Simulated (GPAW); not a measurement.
# Rb (Im-3m) in GPAW: reference runs

Reference runs on Rb: the cell as given.

Everything below comes from runs of GPAW 26.7.0. Logs are shortened: lines on timing, memory, paths and dates and some standing lists are left out, and cuts for length are marked. The log counts tension as positive stress, the text compression.

## Step 1: The crystal as given

It takes space group Im-3m (No. 229, cubic). Conventional cell: a = 5.605 Å, b = 5.605 Å, c = 5.605 Å, α = 90.00°, β = 90.00°, γ = 90.00°.

## Step 2: Single point, PBE

Contents of run.py:

```python
from ase import Atoms
from ase.dft.bandgap import bandgap
from ase.io import write
from ase.units import Bohr, GPa
from gpaw import GPAW, PW
from gpaw.elf import elf_from_dft_calculation

atoms = Atoms(['Rb'],
              cell=[[-2.8025, 2.8025, 2.8025],
                    [2.8025, -2.8025, 2.8025],
                    [2.8025, 2.8025, -2.8025]],
              scaled_positions=[[0.0, 0.0, 0.0]],
              pbc=True)

calc = GPAW(mode=PW(600),
            xc='PBE',
            kpts={'size': (7, 7, 7), 'gamma': True},
            occupations={'name': 'fermi-dirac', 'width': 0.05},
            nbands=11,
            convergence={'density': 1e-05, 'energy': 1e-05},
            maxiter=150,
            txt='gpaw.txt')
atoms.calc = calc
energy = atoms.get_potential_energy()
forces = atoms.get_forces()
stress = atoms.get_stress()
calc.write('gs.gpw')
write('result.traj', atoms)
print(f'Energy: {energy:.6f} eV')
print('Forces (eV/A):')
print(forces.round(4))
print('Stress (GPa):', (stress / GPa).round(3))
print('Fermi level:', round(calc.get_fermi_level(), 4), 'eV')
print(f'Gap: {bandgap(calc)[0]:.4f} eV, direct: {bandgap(calc, direct=True)[0]:.4f} eV')

# fields on the real-space grid
write('density.cube', atoms, data=calc.get_pseudo_density() * Bohr**3)
write('potential.cube', atoms, data=calc.get_electrostatic_potential())
write('elf.cube', atoms, data=elf_from_dft_calculation(calc).data)
```

Potentials or basis: GPAW PAW data sets (gpaw-data 1.2.1), pw.

Command:

```bash
> OMP_NUM_THREADS=1 python run.py
```

gpaw.txt:

```text
__  _  _
 | _ |_)|_||  |
 |__||  | ||/\| - 26.7.0

Input parameters:
  mode=PW(ecut=600.0),
  convergence={'density': 1e-05, 'energy': 1e-05},
  kpts=MonkhorstPack(size=(7, 7, 7), gamma=True),
  maxiter=150,
  nbands=11,
  occupations=Occupations(name='fermi-dirac', width=0.05),
  xc=XC(name='PBE')

Diagonalizing LCAO Hamiltonian
Converting LCAO to pw mode

       Rb

Atoms  # Å, Bohr magnetons
|   | symbol |        x |        y |        z |    initial magnetic moments |
|---|--------|----------|----------|----------|-----------------------------|
| 0 |     Rb | 0.000000 | 0.000000 | 0.000000 | ( 0.0000,  0.0000,  0.0000) |

Unit cell  # Å
| periodic |         x |         y |         z |  lengths |     angles |
|----------|-----------|-----------|-----------|----------|------------|
|      yes | -2.802500 |  2.802500 |  2.802500 | 4.854072 | 109.471221 |
|      yes |  2.802500 | -2.802500 |  2.802500 | 4.854072 | 109.471221 |
|      yes |  2.802500 |  2.802500 | -2.802500 | 4.854072 | 109.471221 |

Number of symmetries: 48
Symmetry operations  # r_c * U_cc + t_c -> r_c
|    | kind |            matrix            |
|----|------|------------------------------|
|  0 |  σ   |  1, 1, 1,  0, 0,-1,  0,-1, 0 |
|  1 |  C4  |  1, 1, 1,  0, 0,-1, -1, 0, 0 |
|  2 |  C2  |  1, 1, 1,  0,-1, 0,  0, 0,-1 |
|  3 |  S6  |  1, 1, 1,  0,-1, 0, -1, 0, 0 |
|  4 |  S6  |  1, 1, 1, -1, 0, 0,  0, 0,-1 |
|  5 |  C4  |  1, 1, 1, -1, 0, 0,  0,-1, 0 |
|  6 |  E   |  1, 0, 0,  0, 1, 0,  0, 0, 1 |
|  7 |  σ   |  1, 0, 0,  0, 1, 0, -1,-1,-1 |
|  8 |  σ   |  1, 0, 0,  0, 0, 1,  0, 1, 0 |
|  9 |  C3  |  1, 0, 0,  0, 0, 1, -1,-1,-1 |
| 10 |  C3  |  1, 0, 0, -1,-1,-1,  0, 1, 0 |
| 11 |  σ   |  1, 0, 0, -1,-1,-1,  0, 0, 1 |
| 12 |  σ   |  0, 1, 0,  1, 0, 0,  0, 0, 1 |
| 13 |  C2  |  0, 1, 0,  1, 0, 0, -1,-1,-1 |
| 14 |  C3  |  0, 1, 0,  0, 0, 1,  1, 0, 0 |
| 15 |  S4  |  0, 1, 0,  0, 0, 1, -1,-1,-1 |
| 16 |  S4  |  0, 1, 0, -1,-1,-1,  1, 0, 0 |
| 17 |  C3  |  0, 1, 0, -1,-1,-1,  0, 0, 1 |
| 18 |  C3  |  0, 0, 1,  1, 0, 0,  0, 1, 0 |
| 19 |  S4  |  0, 0, 1,  1, 0, 0, -1,-1,-1 |
| 20 |  σ   |  0, 0, 1,  0, 1, 0,  1, 0, 0 |
| 21 |  C3  |  0, 0, 1,  0, 1, 0, -1,-1,-1 |
| 22 |  C2  |  0, 0, 1, -1,-1,-1,  1, 0, 0 |
| 23 |  S4  |  0, 0, 1, -1,-1,-1,  0, 1, 0 |
| 24 |  C4  |  0, 0,-1,  1, 1, 1,  0,-1, 0 |
| 25 |  σ   |  0, 0,-1,  1, 1, 1, -1, 0, 0 |
| 26 |  S6  |  0, 0,-1,  0,-1, 0,  1, 1, 1 |
| 27 |  C2  |  0, 0,-1,  0,-1, 0, -1, 0, 0 |
| 28 |  C4  |  0, 0,-1, -1, 0, 0,  1, 1, 1 |
| 29 |  S6  |  0, 0,-1, -1, 0, 0,  0,-1, 0 |
| 30 |  S6  |  0,-1, 0,  1, 1, 1,  0, 0,-1 |
| 31 |  C4  |  0,-1, 0,  1, 1, 1, -1, 0, 0 |
| 32 |  C4  |  0,-1, 0,  0, 0,-1,  1, 1, 1 |
| 33 |  S6  |  0,-1, 0,  0, 0,-1, -1, 0, 0 |
| 34 |  σ   |  0,-1, 0, -1, 0, 0,  1, 1, 1 |
| 35 |  C2  |  0,-1, 0, -1, 0, 0,  0, 0,-1 |
| 36 |  C2  | -1, 0, 0,  1, 1, 1,  0, 0,-1 |
| 37 |  S6  | -1, 0, 0,  1, 1, 1,  0,-1, 0 |
| 38 |  S6  | -1, 0, 0,  0, 0,-1,  1, 1, 1 |
| 39 |  C2  | -1, 0, 0,  0, 0,-1,  0,-1, 0 |
| 40 |  C2  | -1, 0, 0,  0,-1, 0,  1, 1, 1 |
| 41 |  i   | -1, 0, 0,  0,-1, 0,  0, 0,-1 |
| 42 |  S4  | -1,-1,-1,  1, 0, 0,  0, 1, 0 |
| 43 |  C3  | -1,-1,-1,  1, 0, 0,  0, 0, 1 |
| 44 |  C3  | -1,-1,-1,  0, 1, 0,  1, 0, 0 |
| 45 |  σ   | -1,-1,-1,  0, 1, 0,  0, 0, 1 |
| 46 |  S4  | -1,-1,-1,  0, 0, 1,  1, 0, 0 |
| 47 |  C2  | -1,-1,-1,  0, 0, 1,  0, 1, 0 |

BZ-sampling:
  Number of BZ points: 343
  Number of IBZ points: 20

  Monkhorst-Pack size: [7, 7, 7]
  Monkhorst-Pack shift: [0, 0, 0]

K-points  # in reciprocal-cell coordinates
|     |                                coordinates |     weight |
|-----|--------------------------------------------|------------|
|   0 | (  0.00000000,   0.00000000,   0.00000000) | 0.00291545 |
|   1 | (  0.14285714,   0.00000000,   0.00000000) | 0.03498542 |
|   2 | (  0.14285714,   0.14285714,  -0.14285714) | 0.01749271 |
|   3 | (  0.28571429,   0.00000000,  -0.14285714) | 0.06997085 |
|   4 | (  0.28571429,   0.00000000,   0.00000000) | 0.03498542 |
|   5 | (  0.28571429,   0.14285714,  -0.14285714) | 0.06997085 |
|   6 | (  0.28571429,   0.28571429,  -0.28571429) | 0.01749271 |
|   7 | (  0.28571429,   0.28571429,   0.28571429) | 0.02332362 |
|   8 | (  0.42857143,  -0.14285714,  -0.14285714) | 0.02332362 |
|   9 | (  0.42857143,   0.00000000,  -0.14285714) | 0.13994169 |
| ... |                                            |            |
|  19 | (  0.42857143,   0.42857143,   0.42857143) | 0.02332362 |

Plane wave coefficients: 2954
Cutoff: 600.0 eV

Spin-components: 1 (collinear spins)
Bands:           11
Projectors:      5
Spin-degeneracy: 2
Datatype:        complex128

Density:
  Valence electrons: 9.0
  Components: 1
  Grid points: [28 28 28]
  Charge: 0.0  # |e|

Potential:
  Grid points: [28 28 28]

species:
  Rb:
    name:    Rubidium
    Z:       37.0
    valence: 9
    core:    28
    charge:  0.0  # [|e|]
    compensation charges:
      type: gauss
      rc: 0.38  # [Å]
      lmax: 2
    cutoffs:
      filter: 2.43  # [Å]
      core: 1.99  # [Å]
    projectors
    | kind |    occ | energy [eV] | rcut [Å] |
    |------|--------|-------------|----------|
    |   4s |  2.000 |     -31.879 |    1.376 |
    |   5s |  1.000 |      -2.231 |    1.376 |
    |   4p |  6.000 |     -15.966 |    1.270 |
    |    p |        |      11.245 |    1.270 |
    |    d |        |       0.000 |    1.217 |

    Using partial waves for Rb as LCAO basis

Reference energy: -81103.352423  # eV

eigensolver:
  PPCG
  Converge bands: occupied
  niter=2

density mixing:
  MSR1-Mixer
  Pratt-step length: 0.05
  Maximum mixing coefficient: 0.75
  Old densities: 10
  SVD Regularization: 0.005
  Good broyden scale: 1.0
  Trust region scale: 1.0
  Backstep threshold: 4.0
  History deletion threshold: 6.0
  Fourier metric: weight=20.0, sigma=0.015

occupation numbers:
  Fermi-Dirac:
    width: 0.0500  # eV

poisson solver:
  ecut: 4800.0  # eV

xc functional:
[... 9 lines left out ...]
|iter     | |      energy | eigst |  dens |
|---------|-|-------------|-------|-------|
|iter:   1| |   -1.055038 | -0.82 |       |
|iter:   2| |   -1.033673 | -2.69 | -1.29 |
|iter:   3| |   -0.908672 | -2.23 | -1.32 |
|iter:   4| |   -0.907020 | -3.35 | -1.79 |
|iter:   5| |   -0.907545 | -4.26 | -2.10 |
|iter:   6| |   -0.907546 | -6.12 | -3.33 |
|iter:   7| |   -0.907547c| -7.33 | -3.67 |
|iter:   8| |   -0.907547c| -8.09c| -5.00 |
|iter:   9| |   -0.907547c| -9.01c| -5.73c|

Converged in 9 steps
Energy contributions relative to reference atoms: (reference = -81103.352423)

Energy contributions:
  Kinetic:           1.343478
  Coulomb:          -1.122884
  Zero:             -0.016565
  External:          0.000000
  Xc:               -1.107639
  Entropy:          -0.007876
  Spinorbit:         0.000000
  ----------------------------
  Free energy:      -0.911485
  Extrapolated:     -0.907547

dipole moment: (-10.734709, -10.734709, -10.734709)  # |e|*Ang

Fermi level: 1.292
Eigenvalues  # (at kpt = [0.000, 0.000, 0.000])
| band index |      eig [eV] | occ [0-2] |
|------------|---------------|-----------|
|          0 |       -27.577 |     2.000 |
|          1 |       -11.631 |     2.000 |
|          2 |       -11.631 |     2.000 |
|          3 |       -11.631 |     2.000 |
|          4 |        -0.717 |     2.000 |
|          5 |         5.009 |     0.000 |
|          6 |         5.009 |     0.000 |
|          7 |         5.009 |     0.000 |
|          8 |         5.964 |     0.000 |
|          9 |         5.964 |     0.000 |
|         10 |         8.098 |     0.000 |

No gap
No difference between direct/indirect transitions

Forces  # eV/Ang
|       x |       y |       z |
|---------|---------|---------|
| 0.00000 | 0.00000 | 0.00000 |  # Rb   0

Stress tensor  # eV/Ang^3
|         x |         y |         z |
|-----------|-----------|-----------|
| -0.000508 |  0.000000 | -0.000000 |
|  0.000000 | -0.000508 | -0.000000 |
| -0.000000 | -0.000000 | -0.000508 |

# Writing to gs.gpw (mode='')
```

stdout:

```text
Energy: -0.907547 eV
Forces (eV/A):
[[0. 0. 0.]]
Stress (GPa): [-0.081 -0.081 -0.081 -0.    -0.     0.   ]
Fermi level: 1.2916 eV
Gap: 0.0000 eV, direct: 0.0000 eV
```

Wall time 10 s (1 thread of Intel Xeon 6975P-C (Granite Rapids), shared host); peak memory 0.15 GiB.

What came out:

| Property | Result |
| --- | --- |
| Free energy | -0.9115 eV |
| Pressure | 0.1 GPa |
| Band gap on the k mesh | none (metal or under the smearing width) |
